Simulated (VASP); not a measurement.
Crystal: Mg.

```xyz
2
Lattice="3.2093 0.0000 0.0000 -1.6046 2.7793 0.0000 0.0000 0.0000 5.2103" Properties=species:S:1:pos:R:3 pbc="T T T"
Mg    1.6047    0.9264    3.9077
Mg    0.0000    1.8529    1.3026
```

```yaml
Program: VASP 6.6.1
Task: relaxation of cell and atoms
Functional: PBE0
Potentials_or_basis: VASP PAW PBE potentials, release 64 (Mg)
Cutoff: 600 eV
k_mesh: 5 × 5 × 3
Occupations: fermi-dirac, width 0.05 eV
Spin: no spin polarisation
```

At the start: pressure -1.1 GPa; volume 23.24 Å³/atom.

Problem. How do energy, volume and symmetry change on relaxing?

Solution. Over 3 steps the energy falls by 2.8 meV/atom and the volume is 22.55 Å³/atom (-3.0 %); space group P6_3/mmc (No. 194, to 0.05 Å).

Step by step:
| step | energy change (eV) | largest force (eV/Å) | pressure (GPa) | volume (Å³) |
| --- | --- | --- | --- | --- |
| 1 | 0.0000 | 0.0000 | -1.13 | 46.47 |
| 2 | -0.0053 | 0.0000 | -0.25 | 45.38 |
| 3 | -0.0056 | 0.0000 | 0.00 | 45.09 |

Final structure:
```xyz
2
Lattice="3.1691 0.0000 0.0000 -1.5846 2.7445 0.0000 0.0000 0.0000 5.1842" Properties=species:S:1:pos:R:3 pbc="T T T"
Mg    1.5846    0.9148    3.8882
Mg    0.0000    1.8297    1.2961
```

Caveat: the k mesh is coarse (spacing up to 0.45 Å⁻¹), so the values aren't converged, least of all with exact exchange; the PAW data sets were made with another functional, which shifts forces and pressure a little.
